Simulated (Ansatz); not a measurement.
This run works on a generated trial structure, not on a known crystal.

Input and command of a plane-wave DFT calculation in Ansatz:

```yaml
crystal:
  lattice:
    - [3.6728917266, 0.0, 0.0]
    - [0.0, 5.2983650243, 0.0]
    - [0.0, 0.0, 11.0425987306]
  atoms:
    - { symbol: In, position: [0.5, 0.5, 0.0] }
    - { symbol: Ga, position: [0.0, 0.0, 0.8303254312] }
    - { symbol: Ga, position: [0.0, 0.0, 0.1696745688] }
    - { symbol: Ga, position: [0.5, 0.5, 0.3386068631] }
    - { symbol: Ga, position: [0.0, 0.0, 0.5] }
    - { symbol: Ga, position: [0.5, 0.5, 0.6613931369] }
    - { symbol: P, position: [0.0, 0.5, 0.1832806735] }
    - { symbol: P, position: [0.0, 0.5, 0.5] }
    - { symbol: P, position: [0.5, 0.0, 0.6631388692] }
    - { symbol: P, position: [0.0, 0.5, 0.8167193265] }
    - { symbol: P, position: [0.5, 0.0, 0.0] }
    - { symbol: P, position: [0.5, 0.0, 0.3368611308] }
basis:
  ecutwfc: 420
kpoints:
  mp_grid: { grid: [10, 8, 4] }
hamiltonian:
  xc: pbe
scf:
  occupations: { method: gaussian, width: 0.1 }
output:
  forces: true
  stress: true
  eigenvalues: true
  write_density: true
  write_potential: true
  elf: true
  volumetric_format: npy
relax:
  adjacent_minimum: "off"
  f_tol: 0.01
  max_steps: 80
  cell: { stress_tol: 0.05 }
```

```bash
ansatz run input.yaml --threads 1 --pin off --max-ram 2560MiB --backend cpu --events-out ev --progress --plain --runs-dir out
```

Processor: Intel(R) Xeon(R) Processor @ 2.50GHz (Skylake/Cascade Lake), 1 thread, on a host shared with other jobs.

Q: Estimate time, memory and problem size.

A: About 17 min, peak memory 1.1 GiB. It solves 66 bands at 90 k points (after reduction by symmetry) with about 4209 plane waves (on the last cell), in 35 SCF iterations over 6 ionic steps.
